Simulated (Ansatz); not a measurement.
# Electrons against holes in CsCl (computed with Ansatz 0.2.0)

Space group Pm-3m (No. 221), 2 atoms in the cell of the first input below: a = 4.123 Å, b = 4.123 Å, c = 4.123 Å, α = 90.00°, β = 90.00°, γ = 90.00°.

The cell was built from a prototype of a structure type listed for this compound, at its measured volume, taken without relaxation (pressure -0.7 GPa with this functional, without spin–orbit coupling). Functional: PBEsol.

Spin–orbit coupling is left out. Kohn–Sham gap on the run's mesh: 5.06 eV (the true one may be smaller).

The states of the whole zone with their velocity products:

```yaml
crystal:
  lattice:
    - [4.1229998261, 0.0, 0.0]
    - [0.0, 4.1229998261, 0.0]
    - [0.0, 0.0, 4.1229998261]
  atoms:
    - { symbol: Cs, position: [0.0, 0.0, 0.0] }
    - { symbol: Cl, position: [0.5, 0.5, 0.5] }
basis:
  ecutwfc: 420
  ecutrho_ratio: 4
kpoints:
  mp_grid: { grid: [8, 8, 8] }
hamiltonian:
  xc: pbesol
scf:
  occupations: { method: gaussian, width: 0.05 }
output:
  forces: true
  stress: true
  eigenvalues: true
  states_by_energy: { minimum_broadening: 0.025 }
```

```bash
ansatz run input.yaml --threads 4 --pin off --max-ram 9216MiB --backend cpu --events-out ev --progress --plain --runs-dir out
```

Time: 9.9 s on 4 threads of Arm Neoverse V2, on a shared host, peak memory 0.66 GiB.

From that table, at a constant relaxation time τ with Fermi–Dirac weights and rigid bands:

```json
{"T (K)": "300", "doping (cm⁻³)": "n 1e19", "μ − E_F (eV)": "2.564", "σ_xx/τ (10²⁰/Ω m s)": "0.00797", "S_xx (μV/K)": "-172", "Lorenz (10⁻⁸ V²/K²)": "2.03", "ħω_p,xx (eV)": "0.197"}
{"T (K)": "300", "doping (cm⁻³)": "p 1e19", "μ − E_F (eV)": "-2.432", "σ_xx/τ (10²⁰/Ω m s)": "0.000834", "S_xx (μV/K)": "569", "Lorenz (10⁻⁸ V²/K²)": "2.29", "ħω_p,xx (eV)": "0.064"}
{"T (K)": "300", "doping (cm⁻³)": "n 1e20", "μ − E_F (eV)": "2.728", "σ_xx/τ (10²⁰/Ω m s)": "0.0706", "S_xx (μV/K)": "-70", "Lorenz (10⁻⁸ V²/K²)": "2.66", "ħω_p,xx (eV)": "0.588"}
{"T (K)": "300", "doping (cm⁻³)": "p 1e20", "μ − E_F (eV)": "-2.493", "σ_xx/τ (10²⁰/Ω m s)": "0.00829", "S_xx (μV/K)": "374", "Lorenz (10⁻⁸ V²/K²)": "2.30", "ħω_p,xx (eV)": "0.201"}
{"T (K)": "300", "doping (cm⁻³)": "n 1e21", "μ − E_F (eV)": "2.992", "σ_xx/τ (10²⁰/Ω m s)": "0.493", "S_xx (μV/K)": "-36", "Lorenz (10⁻⁸ V²/K²)": "2.39", "ħω_p,xx (eV)": "1.553"}
{"T (K)": "300", "doping (cm⁻³)": "p 1e21", "μ − E_F (eV)": "-2.564", "σ_xx/τ (10²⁰/Ω m s)": "0.0788", "S_xx (μV/K)": "202", "Lorenz (10⁻⁸ V²/K²)": "2.25", "ħω_p,xx (eV)": "0.621"}
{"T (K)": "600", "doping (cm⁻³)": "n 1e19", "μ − E_F (eV)": "2.515", "σ_xx/τ (10²⁰/Ω m s)": "0.0074", "S_xx (μV/K)": "-278", "Lorenz (10⁻⁸ V²/K²)": "2.45", "ħω_p,xx (eV)": "0.190"}
{"T (K)": "600", "doping (cm⁻³)": "p 1e19", "μ − E_F (eV)": "-2.256", "σ_xx/τ (10²⁰/Ω m s)": "0.000648", "S_xx (μV/K)": "688", "Lorenz (10⁻⁸ V²/K²)": "1.55", "ħω_p,xx (eV)": "0.056"}
{"T (K)": "600", "doping (cm⁻³)": "n 1e20", "μ − E_F (eV)": "2.693", "σ_xx/τ (10²⁰/Ω m s)": "0.0652", "S_xx (μV/K)": "-144", "Lorenz (10⁻⁸ V²/K²)": "2.66", "ħω_p,xx (eV)": "0.565"}
{"T (K)": "600", "doping (cm⁻³)": "p 1e20", "μ − E_F (eV)": "-2.376", "σ_xx/τ (10²⁰/Ω m s)": "0.00646", "S_xx (μV/K)": "490", "Lorenz (10⁻⁸ V²/K²)": "1.55", "ħω_p,xx (eV)": "0.178"}
{"T (K)": "600", "doping (cm⁻³)": "n 1e21", "μ − E_F (eV)": "2.984", "σ_xx/τ (10²⁰/Ω m s)": "0.489", "S_xx (μV/K)": "-69", "Lorenz (10⁻⁸ V²/K²)": "2.31", "ħω_p,xx (eV)": "1.546"}
{"T (K)": "600", "doping (cm⁻³)": "p 1e21", "μ − E_F (eV)": "-2.500", "σ_xx/τ (10²⁰/Ω m s)": "0.0629", "S_xx (μV/K)": "296", "Lorenz (10⁻⁸ V²/K²)": "1.52", "ħω_p,xx (eV)": "0.555"}
```

A solid of this composition melts, sublimes or decomposes by about 920 K (handbook value), so the run's rows at 900 K, close to that or above, are left out.

Question: Which of the dopings listed at 300 K has the largest power factor S²σ/τ along x?

Answer: n 1e19: 0.23, p 1e19: 0.27, n 1e20: 0.34, p 1e20: 1.2, n 1e21: 0.63, p 1e21: 3.2 (10¹¹ W/m K² s), so p 1e21 cm⁻³, if τ is the same for all.

Caveats: changes of phase at these temperatures weren't checked; crystals with gaps this wide can seldom be doped to such densities with both signs of carrier, so the rows show what the bands would give; no scattering is computed, and the gap isn't corrected; no spin-orbit coupling, which matters for these elements.

At every listed density and temperature, electrons give the larger σ/τ and holes the larger Seebeck magnitude. This follows from the ionic bonding: the valence band consists mainly of Cl 3p states that overlap weakly between neighbouring anions, so it is narrow and heavy, whereas the conduction-band minimum is s-like, delocalised and dispersive. At 300 K the gain in S² outweighs the lower hole velocities, clearly at the two higher densities but only narrowly at 1e19 cm⁻³. Between 300 and 600 K, σ/τ at fixed density falls considerably more for holes than for electrons. For a parabolic band it would stay constant, so this suggests that heating moves holes into flatter parts of a narrow band.

The ranking describes band shape and doesn't establish CsCl as a good p-type thermoelectric. In alkali halides, holes typically self-trap by drawing two halide ions together into a molecular ion, and then move by hopping, a process that rigid bands of the undistorted lattice cannot capture.
